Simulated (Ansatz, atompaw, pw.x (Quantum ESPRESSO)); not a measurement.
indium: does the PAW (atompaw) potential hold in the solid?

```
Element                 : indium
Generator               : atompaw 4.2.0.5
Type                    : PAW
Functional              : PBE
Relativity              : scalar-relativistic
Frozen core             : [Kr] 4d10
Valence charge          : 3
Reference configuration : 5s2 5p1
Partial waves           : 5s (bound): rc 2.35 bohr; 5s channel at 3.45 Ry: rc 2.35 bohr; 5p (bound): rc 2.50 bohr; 5p channel at 0.15 Ry: rc 2.80 bohr; 5d channel at 0.45 Ry: rc 2.80 bohr; 5d channel at 1.95 Ry: rc 2.80 bohr
Local potential         : bessel scheme, radius 2.15 bohr
Core correction         : smooth core density matched at 2.10 bohr
Augmentation charge     : besselshape compensation charge, radius 2.65 bohr; PAW radius 2.80 bohr; waves and projectors: custom rrkj vanderbiltortho
```

Atomic tests: cutoffs needed: 6 Ry and 8 Ry (the cutoffs (Ry, on a coarse ladder) from which the occupation-weighted sum of valence levels, in a spherical-Bessel basis at the reference potential, stays within 10 and 1 mRy of its value at 400 Ry); ghost test: no extra level below or beside the all-electron valence levels (s, p, d, f tested) (spherical-Bessel basis up to 400 Ry, 20 bohr box); lowest eigenvalue of the overlap operator: 0.26 (p channel).

Crystal test: fcc In in pw.x 7.5, no spin, 12³ k-points, Fermi–Dirac smearing 0.01 Ry, cutoffs 40/400 Ry. The reference is all-electron LAPW (Ansatz 0.2.0) with the same functional, mesh and smearing; V0 and B0 come from Birch–Murnaghan fits to the pressures at five volumes. Errors are pseudo minus all-electron; Δ is the rms difference of the E(V) curves that follow from these fits, minima aligned, over ±6 % about the mean V0. Mesh and smearing are coarse, so the numbers serve the comparison and aren't converged zero-temperature values; the lattice is a test structure that the element need not adopt.

```json
{"V (Å³/atom)": "26.366", "P all-electron (GPa)": "1.64", "P pseudo (GPa)": "0.89"}
{"V (Å³/atom)": "27.060", "P all-electron (GPa)": "0.58", "P pseudo (GPa)": "-0.13"}
{"V (Å³/atom)": "27.754", "P all-electron (GPa)": "-0.32", "P pseudo (GPa)": "-1.00"}
{"V (Å³/atom)": "28.448", "P all-electron (GPa)": "-1.08", "P pseudo (GPa)": "-1.73"}
{"V (Å³/atom)": "29.142", "P all-electron (GPa)": "-1.74", "P pseudo (GPa)": "-2.35"}
```

All-electron: a0 = 4.791 Å (V0 = 27.50 Å³/atom), B0 = 34.9 GPa.

Pseudopotential: mean pressure error (GPa): -0.68; a0 (Å): 4.760; a0 error (%): -0.65; B0 error (%): +6.7; Δ (meV/atom): 4.2. This is a poor potential for the solid. The logarithmic derivative shows an extra or strongly shifted pseudo pole above the reference energy (d near 1.66 Ry).

Question: At the middle volume, how do free energy and pressure move when the wave cutoff is lowered (ecutrho held at 400 Ry)?

Answer:

```csv
cutoff (Ry),shift of F (meV/atom),shift of P (GPa)
18,+1.6,+0.01
24,+0.9,-0.01
32,+0.2,+0.01
```

The 8 pw.x runs together took about 66 s on one core of a shared server CPU.
